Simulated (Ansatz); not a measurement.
# KBr (Fm-3m) in Ansatz: single point with PBE0

Aim: the single point of KBr with PBE0.

Everything below comes from runs of Ansatz 0.2.0. Logs are shortened: lines on timing, memory, paths and dates and some standing lists are left out, and cuts for length are marked.

### 1 The structure

It takes space group Fm-3m (No. 225, cubic). The conventional cell has a = 6.600 Å, b = 6.600 Å, c = 6.600 Å, α = 90.00°, β = 90.00°, γ = 90.00°. Br (site symmetry m-3m) is surrounded by 6 K at 3.30 Å. K (site symmetry m-3m) has 6 Br at 3.30 Å as nearest neighbours.

### 2 Single point, PBE0

Contents of input.yaml:

```yaml
crystal:
  lattice:
    - [0.0, 3.3, 3.3]
    - [3.3, 0.0, 3.3]
    - [3.3, 3.3, 0.0]
  atoms:
    - { symbol: Br, position: [0.5, 0.5, 0.5] }
    - { symbol: K, position: [0.0, 0.0, 0.0] }
kpoints:
  mp_grid: { grid: [6, 6, 6] }
scf:
  occupations: { method: fermi_dirac, width: 0.05 }
hamiltonian:
  xc: pbe0
  pseudopotentials: { kind: all_electron, datasets: crystal }
output:
  forces: true
  stress: true
```

Potentials or basis: all-electron PAW datasets made for the crystal.

Run with:

```
$ ansatz run input.yaml --threads 1 --pin off --max-ram 3072MiB --backend cpu --events-out ev --progress --plain --runs-dir out
```

Output:

```text
Warning: RAYON_NUM_THREADS=1 ignored (pool sized by the plan → 1); use --threads N
hamiltonian.pseudopotentials.datasets: crystal makes datasets for this crystal and solves the spheres of its atoms anew in each pass: cutoff 220.0 eV, the density's 880.0 eV;, for an error of 0.50 meV an atom under PBE, 1.0 meV for the cell; an energy difference from a run of another recipe may be off by several times the error for the cell, under r2SCAN by more, where some 0.1 meV an atom stays at smaller errors; K in spheres of 1.376 Å, 9 of its electrons in bands; Br in spheres of 1.376 Å, 7 of its electrons in bands
Engine: ansatz 0.2.0, x86_64-unknown-linux-gnu
Pseudopotentials: kind: all_electron
Pseudopotential: Br, paw, valence charge 7, recommended cutoff 220 eV (normal), crystal/all_electron/pbe/scalar/gaussian/Br, Koelling and Harmon's equation, gaussian nucleus
Pseudopotential: K, paw, valence charge 9, recommended cutoff 220 eV (normal), crystal/all_electron/pbe/scalar/gaussian/K, Koelling and Harmon's equation, gaussian nucleus
Functional definition: PBE0
  parameter a = 0.25
  parameter kappa = 0.804
  parameter beta = 0.06672455060314922
  exchange = (1 - a)*pbe_x(kappa = kappa, mu = beta*pi^2/3) + a*exact_x
  correlation = pbe_c(beta = beta)
Crystal: 2 atoms, lattice volume = 71.874 Å³
Basis set: ecut = 220 eV, 531 PW (Γ), exchange–correlation on 48×48×48 points (8 copies of the dense FFT grid, shifted against one another)
Bands: 12, of which v1, the nominal top of the filled ones, is band 8 counted from 1 (7 counted from 0)
Symmetry: 48 space group operations
Space group: Fm-3m (ITA 225), of the structure as read, at distance tolerance 4.2e-5 Å
k-points: 16 of 216
Non-local potential: Br, projectors of the file, l = 0: 2, l = 1: 1
Non-local potential: K, projectors of the file, l = 0: 2, l = 1: 3, l = 2: 2
PAW form: soft (Blöchl's): semilocal exchange-correlation on the pseudo side does not see the compensation charge
PAW one-centre angular grid: Br, 110 points (default); XC on its mesh's 1905 points in the sphere
PAW one-centre angular grid: K, 110 points (default); XC on its mesh's 1971 points in the sphere
Initial density: superposition of atomic densities (neutral atoms: chi_scale 0, normalization atom)
Initial wavefunctions: pseudopotential atomic-orbital guess
Functional: x = 0.75 pbe(κ = 0.804, μ = 0.2195149727645171) + 0.25 exact, c = pbe(β = 0.06672455060314922)
iter 1 solved again at ethr=4.53e-3 eV; its pass at ethr=1.00e-1 eV (dr2=7.24e-1 eV) is discarded
SCF iter   1: F=—  HF=-87313.487587 eV  |F-HF|=—  |Δ(HF+E_count)|=         —  Δρ=1.85e-2  dr2=6.94e-1  ethr=4.53e-3  ⟨swp⟩=4.5  Hψ=1127  notcnv=0
preconditioner: auto → none  [insulator: Δε(μ)=4.939 eV  Ē_g=14.856 eV  σ=0.050 eV  W_gap=1.00  n_scr=14 (ndim 8)  ℏωp=16.4 eV  f_vac=0.000  D(μ)=0.00/eV (n_scr^D=0)]
iter 2 solved again at ethr=2.37e-4 eV; its pass at ethr=4.34e-3 eV (dr2=3.79e-2 eV) is discarded
SCF iter   2: F=—  HF=-87313.286986 eV  |F-HF|=—  |Δ(HF+E_count)|=   2.01e-1  Δρ=7.71e-3  dr2=3.80e-2  ethr=2.37e-4  ⟨swp⟩=2.8  Hψ=970  notcnv=0  defer=7
SCF iter   3: F=—  HF=-87313.295807 eV  |F-HF|=—  |Δ(HF+E_count)|=   8.82e-3  Δρ=3.52e-3  dr2=8.79e-3  ethr=2.37e-4  ⟨swp⟩=2.9  Hψ=407  notcnv=0  defer=6
SCF iter   4: F=—  HF=-87313.300910 eV  |F-HF|=—  |Δ(HF+E_count)|=   5.10e-3  Δρ=9.17e-4  dr2=8.50e-4  ethr=5.49e-5  ⟨swp⟩=3.6  Hψ=439  notcnv=0  defer=4
SCF iter   5: F=—  HF=-87313.302328 eV  |F-HF|=—  |Δ(HF+E_count)|=   1.42e-3  Δρ=1.32e-4  dr2=1.61e-5  ethr=5.31e-6  ⟨swp⟩=3.2  Hψ=435  notcnv=0  defer=4
SCF iter   6: F=—  HF=-87315.201957 eV  |F-HF|=—  |Δ(HF+E_count)|=         —  Δρ=3.54e-3  dr2=5.00e-3  ethr=1.01e-7  ⟨swp⟩=6.9  Hψ=1064  notcnv=0  defer=27
SCF iter   7: F=—  HF=-87315.199901 eV  |F-HF|=—  |Δ(HF+E_count)|=   2.06e-3  Δρ=1.02e-3  dr2=3.27e-4  ethr=1.01e-7  ⟨swp⟩=5.3  Hψ=781  notcnv=0  defer=6
SCF iter   8: F=—  HF=-87315.198972 eV  |F-HF|=—  |Δ(HF+E_count)|=   9.29e-4  Δρ=9.67e-5  dr2=4.43e-6  ethr=1.01e-7  ⟨swp⟩=3.6  Hψ=624  notcnv=0  defer=3
SCF iter   9: F=—  HF=-87315.199230 eV  |F-HF|=—  |Δ(HF+E_count)|=   2.58e-4  Δρ=7.56e-5  dr2=8.43e-7  ethr=2.77e-8  ⟨swp⟩=3.2  Hψ=587  notcnv=0  defer=3
SCF iter  10: F=—  HF=-87315.199244 eV  |F-HF|=—  |Δ(HF+E_count)|=   1.45e-5  Δρ=1.50e-5  dr2=3.57e-8  ethr=5.27e-9  ⟨swp⟩=3.2  Hψ=386  notcnv=0  defer=3
SCF iter  11: F=-87315.199245 eV  HF=-87315.199245 eV  |F-HF|=8.15e-10  |Δ(HF+E_count)|=   4.79e-7  Δρ=1.10e-6  dr2=1.47e-10  ethr=2.23e-10  ⟨swp⟩=3.2  Hψ=444  notcnv=0  defer=3
SCF 1 converged in 11 iterations: F = -87315.199245 eV  dr2 = 1.47e-10
  Residual-converged pass: ⟨swp⟩=2.9  Hψ=367  notcnv=0  max |occ|·‖R‖ = 5.2e-6 eV (tolerance 5.3e-6 eV)  dr2=1.93e-10  dr2_onsite=6.08e-10  max |Δocc| = 0.0e0
hybrid outer 1: dexx = +2.950e-12 eV
hybrid SCF converged: 1 outer / 11 inner (+0 warm-up), last move |dexx| = 2.95e-12 eV
Stability not checked: this state was not tested for a lower state beside it, because the functional holds exact exchange (a hybrid, or Hartree-Fock), whose exchange loop this test does not read (fock_operator; see scf.lower_state_search)
Free energy (F): -87315.199245 eV
Harris-Foulkes:  -87315.199245 eV  (|F-HF|=8.15e-10)
Internal energy: -87315.199245 eV  (E = F + TS)
E sigma→0 (E₀):  -87315.199245 eV
Past the cutoff: the bands carry plane waves up to 1.75 times it, of which those up to 1.5 times it add -0.000164 eV an atom, each by itself; the spheres take 0.000145 eV an atom off the energy for waves past 1.75 times it
Past the cutoffs: a stress includes 0.0005 GPa for waves and charges beyond them, in addition to the slope of what the spheres take
In the spheres:  the bands' charges fall short by 3.6e-6 e at most (sound up to 1e-3)
Fermi energy:    4.092843 eV
--- Per-component energies (eV) ---
  E_band       = -148.363821
  E_kinetic    = 216.030374
  E_local      = -619.860639  (includes V_loc(G=0)·N_el)
  E_nonlocal   = 41.048247
  E_hartree    = 293.473350
  E_xc         = -99.193856
  E_vxc        = -126.872684  (∫ρ·V_xc dr)
  E_exx        = -44.017145  (= α·E_x^exact, valence–valence)
  E_paw        = -87578.071003  (= ΣΔE_a)
  E_vpaw       = -1432.998970  (= ΣTr[D̂ρ^β])
  E_ewald      = -799.985846
  E_smearing   = -0.000000  (= −TS)
  E_closure    = 1275.377273  (closes the sum)
  Σ components = -87315.199245   (vs F -87315.199245, Δ=0.00e0)
  The terms above E_closure are by the made datasets' own strengths, without shells solved beside the bands.
--- Forces (eV/Å), atoms counted from 1 ---
  atom   1  Br    -0.00000000     0.00000000     0.00000000
  atom   2  K      0.00000000    -0.00000000     0.00000000
  max |Σ_I F_I| component: 1.60e-17 eV/Å
--- Stress (GPa, compression-positive) ---
        0.429551      -0.000000       0.000000
        0.000000       0.429551      -0.000000
       -0.000000      -0.000000       0.429551
  P = ⅓ Tr σ = 0.4296 GPa (4.296 kbar)
--- Band table (eV; the first three rows and the last of 16) ---
  k-point 0: bands = ["-29.1094", "-12.4729", "-11.2205", "-11.2205", "-11.2205", "0.8825", "0.8825", "0.8825", "7.1978", "10.6027"]
  k-point 1: bands = ["-29.1079", "-12.5212", "-11.2215", "-11.2215", "-11.1501", "0.5023", "0.7884", "0.7884", "7.8712", "10.4043"]
  k-point 2: bands = ["-29.1050", "-12.6053", "-11.2235", "-11.2235", "-11.0206", "-0.1177", "0.6105", "0.6105", "8.9914", "10.6547"]
  k-point 15: bands = ["-29.1017", "-12.4335", "-11.3014", "-11.2727", "-11.1536", "0.1079", "0.3688", "0.3919", "9.4431", "10.8708"]
```

It took 71 s on 1 thread of AMD EPYC 7R43 (Zen 3), shared host; peak memory 0.79 GiB.

What came out:

* Free energy: -87315.1992 eV
* Pressure: 0.4 GPa
* Band gap on the k mesh: 6.32 eV, direct
